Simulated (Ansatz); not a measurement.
Molecular dynamics on a 2×2×2 supercell (24 atoms) of CdF2 (fluorite), relaxed with r2SCAN. Forces come from PBEsol in Ansatz: a Nosé-Hoover thermostat at fixed volume, 2200 K, steps of 1.5 fs. Spin polarisation is off, nuclei are classical, and the run is far too short for thermal averages.

```yaml
crystal:
  lattice:
    - [0.0, 5.3883553621, 5.3883553621]
    - [5.3883553621, 0.0, 5.3883553621]
    - [5.3883553621, 5.3883553621, 0.0]
  atoms:
    - { symbol: Cd, position: [0.0, 0.0, 0.0] }
    - { symbol: F, position: [0.125, 0.125, 0.125] }
    - { symbol: F, position: [0.375, 0.375, 0.375] }
    - { symbol: Cd, position: [0.0, 0.0, 0.5] }
    - { symbol: F, position: [0.125, 0.125, 0.625] }
    - { symbol: F, position: [0.375, 0.375, 0.875] }
    - { symbol: Cd, position: [0.0, 0.5, 0.0] }
    - { symbol: F, position: [0.125, 0.625, 0.125] }
    - { symbol: F, position: [0.375, 0.875, 0.375] }
    - { symbol: Cd, position: [0.0, 0.5, 0.5] }
    - { symbol: F, position: [0.125, 0.625, 0.625] }
    - { symbol: F, position: [0.375, 0.875, 0.875] }
    - { symbol: Cd, position: [0.5, 0.0, 0.0] }
    - { symbol: F, position: [0.625, 0.125, 0.125] }
    - { symbol: F, position: [0.875, 0.375, 0.375] }
    - { symbol: Cd, position: [0.5, 0.0, 0.5] }
    - { symbol: F, position: [0.625, 0.125, 0.625] }
    - { symbol: F, position: [0.875, 0.375, 0.875] }
    - { symbol: Cd, position: [0.5, 0.5, 0.0] }
    - { symbol: F, position: [0.625, 0.625, 0.125] }
    - { symbol: F, position: [0.875, 0.875, 0.375] }
    - { symbol: Cd, position: [0.5, 0.5, 0.5] }
    - { symbol: F, position: [0.625, 0.625, 0.625] }
    - { symbol: F, position: [0.875, 0.875, 0.875] }
kpoints:
  mp_grid: { grid: [2, 2, 2] }
hamiltonian:
  xc: pbesol
scf:
  occupations: { method: fermi_dirac, width: 0.19 }
md:
  ensemble: nvt_nose_hoover
  temperature: 2200
  timestep: 1.5
  n_steps: 40
  initial_velocities: maxwell_boltzmann
  seed: 9536
```

Run as `ansatz run input.yaml --threads 4 --pin off --max-ram 3686MiB --backend cpu --events-out ev --progress --plain --runs-dir out`. Wall time 5.6 min on 4 threads of Arm Neoverse N1, with other jobs on the host; peak host memory 1.5 GiB.

```
step  t (fs)  T (K)  free energy F from step 0 (meV/atom)  kinetic energy (meV/atom)  largest force (eV/Å)
   0       0   2200                                   0.0                      272.5                  0.00
   1     1.5   2190                                   1.2                      271.3                  0.24
   2       3   2162                                   4.7                      267.8                  0.48
   3     4.5   2115                                  10.5                      262.0                  0.72
   4       6   2051                                  18.5                      254.1                  0.97
   5     7.5   1972                                  28.3                      244.2                  1.21
   6       9   1879                                  39.9                      232.7                  1.45
   7    10.5   1775                                  52.8                      219.9                  1.68
   8      12   1663                                  66.8                      206.0                  1.90
   9    13.5   1547                                  81.3                      191.6                  2.11
  10      15   1430                                  95.9                      177.1                  2.40
  11    16.5   1316                                 110.1                      163.1                  2.69
  12      18   1210                                 123.4                      149.9                  2.96
  13    19.5   1116                                 135.3                      138.2                  3.18
  14      21   1036                                 145.4                      128.3                  3.35
  15    22.5    973                                 153.4                      120.5                  3.46
  16      24    927                                 159.2                      114.8                  3.51
  17    25.5    899                                 162.9                      111.4                  3.48
  18      27    888                                 164.5                      110.0                  3.39
  19    28.5    891                                 164.4                      110.4                  3.25
  20      30    905                                 163.0                      112.1                  3.07
  21    31.5    928                                 160.5                      114.9                  2.87
  22      33    955                                 157.5                      118.3                  2.65
  23    34.5    984                                 154.3                      121.9                  2.42
  24      36   1013                                 151.2                      125.5                  2.23
  25    37.5   1040                                 148.4                      128.8                  2.11
  26      39   1063                                 146.2                      131.6                  2.06
  27    40.5   1081                                 144.5                      133.9                  1.97
  28      42   1095                                 143.4                      135.7                  2.13
  29    43.5   1105                                 142.9                      136.9                  2.27
  30      45   1112                                 142.9                      137.7                  2.39
  31    46.5   1115                                 143.2                      138.1                  2.52
  32      48   1116                                 144.0                      138.2                  2.62
  33    49.5   1115                                 145.0                      138.1                  2.65
  34      51   1112                                 146.2                      137.7                  2.62
  35    52.5   1107                                 147.7                      137.1                  2.77
  36      54   1101                                 149.3                      136.4                  3.04
  37    55.5   1095                                 151.2                      135.6                  3.26
  38      57   1086                                 153.2                      134.6                  3.42
  39    58.5   1077                                 155.3                      133.4                  3.51
  40      60   1067                                 157.7                      132.1                  3.53
```

The temperature starts at 2200 K, is lowest at step 18 (888 K, 27 fs) and ends at 1067 K. The thermostat hasn't had time to restore it. The atoms start on their lattice sites with kinetic energy alone, so much of it first passes into potential energy. By the last step the atoms have moved 0.35 Å in the root mean square, the drift of the whole cell taken out, 0.78 Å at most.

Positions (Å) and forces (eV/Å) at step 40:
```
Cd  -0.269  -0.174  -0.138    -0.248   0.672   0.368
F    1.005   1.198   1.129     0.772   0.517   0.105
F    4.096   4.097   4.321     0.453   0.009  -0.138
Cd   2.395   2.641  -0.062     1.058  -0.926  -0.170
F    3.989   3.707   1.453    -0.212   0.835  -0.206
F    6.778   7.032   4.209    -0.332   0.364  -0.534
Cd   3.141   0.068   2.736     0.290   0.448  -1.311
F    4.044   1.508   4.008     0.612  -0.040   0.734
F    6.648   3.715   6.670    -0.114   1.600   0.343
Cd   5.702   2.937   2.690    -1.556   0.072   0.585
F    7.048   4.686   3.758    -2.700  -1.664   1.540
F    9.266   6.529   6.651    -0.272  -0.356  -0.068
Cd   0.045   2.548   2.695    -0.198  -0.760   0.186
F    1.361   4.304   4.109    -0.382  -0.533  -0.456
F    4.230   6.721   6.870    -0.381  -0.217  -0.910
Cd   2.690   5.152   2.641     0.561   0.423   0.182
F    3.959   6.656   3.915     0.356  -0.437   0.285
F    6.596   9.607   6.600     0.370  -0.585   0.314
Cd   2.493   2.724   5.687     1.846   0.371  -0.695
F    4.045   3.757   7.034    -0.563   0.618  -1.141
F    6.810   6.896   9.150    -0.079   0.031   0.866
Cd   5.434   5.685   5.322    -0.667  -1.177  -0.454
F    6.679   6.616   6.837     0.303  -0.227  -0.423
F    9.206   9.022   9.404     1.083   0.963   1.001
```
